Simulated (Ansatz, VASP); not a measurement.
**One calculation of Al2O3, two programs**

```
Al O
1.0
     2.36461    1.36521    4.29719
    -2.36461    1.36521    4.29719
     0.00000   -2.73042    4.29719
Al O
4 6
Direct
  0.35202 0.35202 0.35202
  0.14798 0.14798 0.14798
  0.64798 0.64798 0.64798
  0.85202 0.85202 0.85202
  0.55585 0.94415 0.25000
  0.25000 0.55585 0.94415
  0.94415 0.25000 0.55585
  0.44415 0.05585 0.75000
  0.75000 0.44415 0.05585
  0.05585 0.75000 0.44415
```

Alike in both runs: functional LDA; k mesh 5 × 5 × 5; no spin polarisation.

Ansatz relaxed the structure, and its values are those at the end. VASP's run is a single point on that final structure, the one shown.

```csv
,VASP,Ansatz
version,VASP 6.6.1,Ansatz 0.2.0
potentials or method,"VASP PAW LDA potentials, release 64 (Al, O)","scalar-relativistic, plane waves, PAW"
plane-wave cutoff (eV),520,700
occupations,"gaussian, width 0.01 eV",fixed
valence electrons in the cell,48,48
```

Ansatz gave:

- gap on the k mesh at the Fermi level (eV): 6.43
- least direct gap on the mesh (eV): 6.43
- pressure (GPa): 0.0
- rms of the force components (eV/Å): 0.000

What did VASP give for the same quantities?

gap on the k mesh at the Fermi level (eV): 6.44; least direct gap on the mesh (eV): 6.44; pressure (GPa): 0.8; rms of the force components (eV/Å): 0.005.

A hybrid or GW would open this gap; LDA tends to underestimate it.
